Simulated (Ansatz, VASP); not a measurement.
**CuAu in VASP and in Ansatz**

Contents of INCAR:

```
PREC = Accurate ; ENCUT = 520
EDIFF = 1E-7 ; ISMEAR = -1
SIGMA = 0.05 ; LREAL = False
LASPH = True ; NELM = 60
ALGO = Normal ; ISIF = 2
LWAVE = False ; LCHARG = False
GGA = PS ; NBANDS = 18
```

File KPOINTS:

```
regular mesh
0
Gamma
  9 9 7
```

Contents of POSCAR:

```
CuAu
1.0
    2.8477372423      0.0000000000      0.0000000000
    0.0000000000      2.8477372423      0.0000000000
    0.0000000000      0.0000000000      3.7334924031
Au Cu
1 1
Direct
    0.0000000000      0.0000000000      0.0000000000
    0.5000000000      0.5000000000      0.5000000000
```

Contents of input.yaml:

```yaml
crystal:
  lattice:
    - [2.8477372423, 0.0, 0.0]
    - [0.0, 2.8477372423, 0.0]
    - [0.0, 0.0, 3.7334924031]
  atoms:
    - { symbol: Au, position: [0.0, 0.0, 0.0] }
    - { symbol: Cu, position: [0.5, 0.5, 0.5] }
hamiltonian:
  xc: pbesol
  pseudopotentials: { kind: paw }
kpoints:
  mp_grid: { grid: [9, 9, 7] }
scf:
  occupations: { method: fermi_dirac, width: 0.05 }
output:
  forces: true
  stress: true
  eigenvalues: true
```

Change from the starting cell: volume scaled by 1.04.

Alike in both runs: task single point; functional PBEsol; k mesh 9 × 9 × 7; occupations fermi-dirac, width 0.05 eV; no spin polarisation.

|  | VASP | Ansatz |
| --- | --- | --- |
| version | VASP 6.6.1 | Ansatz 0.2.0 |
| potentials or method | VASP PAW PBE potentials, release 64 (Au, Cu) | Ansatz PAW |
| plane-wave cutoff (eV) | 520 | 420 |
| valence electrons in the cell | 22 | 38 |

Ansatz gave:

```
gap on the k mesh at the Fermi level (eV)       : none
pressure (GPa)                                  : -9.3
largest component of the traceless stress (GPa) : 0.08
```

Problem. What did VASP give for the same quantities?

Solution. gap on the k mesh at the Fermi level (eV): none; pressure (GPa): -9.2; largest component of the traceless stress (GPa): 0.16.

A gap of «none» marks a metal or a gap that the smearing closes. The functional is the same, so the differences come from potentials, cutoffs and numerics. The two sets of potentials don't hold the same shells in valence.

Caveats: the PAW data sets were made with another functional, which shifts forces and pressure a little (VASP); the PAW data sets come from PBE, with cores solved anew for the run's functional, which leaves a small shift of forces and pressure (Ansatz). Spin-orbit coupling is left out, which matters for the levels of Au.
